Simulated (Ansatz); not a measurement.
**Band structure of InP**

```
In P
1.0
     0.00000    2.93050    2.93050
     2.93050    0.00000    2.93050
     2.93050    2.93050    0.00000
In P
1 1
Direct
  0.00000 0.00000 0.00000
  0.75000 0.75000 0.75000
```

Atoms are numbered in the order listed.

The cell comes from COD entry 1010146, which wasn't checked; take it as a given geometry. It is an old determination, and later ones may differ.

Level of theory: DFT, PBE, all-electron LAPW, Dirac equation with spin-orbit coupling in Ansatz 0.2.0.

Sampling and basis: a Γ-centred 12×12×12 k mesh, Fermi–Dirac smearing of 0.05 eV, basis error target 1 meV/atom, no spin polarisation.

Points in fractions of the reciprocal vectors of this cell: Γ (0, 0, 0), X (-0.5, -0.5, 0), U (-0.375, -0.375, 0.25), K (-0.375, 0, 0.375), L (0, 0, 0.5), W (-0.5, -0.25, 0.25). The path joins them by straight lines in the order Γ–X–U–K–Γ–L–W–X; legs that retrace an earlier one aren't tabulated. Energies are in eV from the top of the valence band.

(1) Is there a gap, and where are the band edges?

(2) List the levels between -8 and 4 eV at the symmetry points.

Answers

(1) 0.69 eV, direct at Γ.

(2) 
Γ: -0.10 (×2), 0.00 (×4), 0.69 (×2), 3.75 (×2)
X: -5.77 (×2), -2.40 (×2), -2.30 (×2), 1.74 (×2), 2.24 (×2)
U: -5.63, -5.62, -3.38, -3.29, -1.97, -1.96, 2.33, 2.34
K: -5.63, -5.62, -3.38, -3.29, -1.97, -1.96, 2.33, 2.34
L: -5.76 (×2), -1.06 (×2), -0.95 (×2), 1.47 (×2)
W: -5.63, -5.62, -3.07, -2.98, -2.93, -2.87
